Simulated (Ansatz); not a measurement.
SrO: dielectric tensor with PBE

Crystal: SrO.

```
CELL_PARAMETERS angstrom
3.55329 0.00000 0.00000
-1.77664 3.07724 0.00000
0.00000 0.00000 6.21730
ATOMIC_POSITIONS crystal
Sr 0.66667 0.33333 0.75000
Sr 0.33333 0.66667 0.25000
O 0.00000 0.00000 0.50000
O 0.00000 0.00000 0.00000
```

Measurements of this composition are mostly on another form, of space group No. 225.

```json
{"Program": "Ansatz 0.2.0", "Task": "dielectric tensor", "Functional": "PBE", "Potentials or basis": "all-electron PAW datasets made for the crystal", "Cutoff": "340 eV (chosen from the basis error)", "k mesh": "9 × 9 × 5", "Occupations": "fixed", "Spin": "no spin polarisation"}
```

* Band gap on the k mesh: 3.08 eV, direct
* Electronic dielectric tensor (diagonal): 3.85, 3.85, 4.04
* Born charges (mean of the diagonal): Sr +2.35; O -2.35 e

Levels at points of the mesh, in eV from the valence-band top:
| k point | band 13 | band 14 | band 15 | band 16 | band 17 | band 18 | band 19 | band 20 |
| --- | --- | --- | --- | --- | --- | --- | --- | --- |
| (0.00, 0.00, 0.00) | -1.01 | -0.78 | -0.78 | 0.00 | 3.08 | 5.02 | 5.16 | 6.21 |

Electronic dielectric tensor:
```
3.85 0.00 0.00
0.00 3.85 0.00
0.00 0.00 4.04
```

Born effective charge tensors (e):
atom 1, Sr
```
2.24 0.00 0.00
0.00 2.24 0.00
0.00 0.00 2.58
```
atom 2, Sr
```
2.24 0.00 0.00
0.00 2.24 0.00
0.00 0.00 2.58
```
atom 3, O
```
-2.24  0.00  0.00
 0.00 -2.24  0.00
 0.00  0.00 -2.58
```
atom 4, O
```
-2.24  0.00  0.00
 0.00 -2.24  0.00
 0.00  0.00 -2.58
```

Wall time 4.2 min on 2 threads of Intel(R) Xeon(R) Processor @ 2.50GHz (Skylake/Cascade Lake) (shared host), peak memory 1.3 GiB.

Caveat: an odd mesh through Γ misses points on the zone boundary, where band edges often lie.
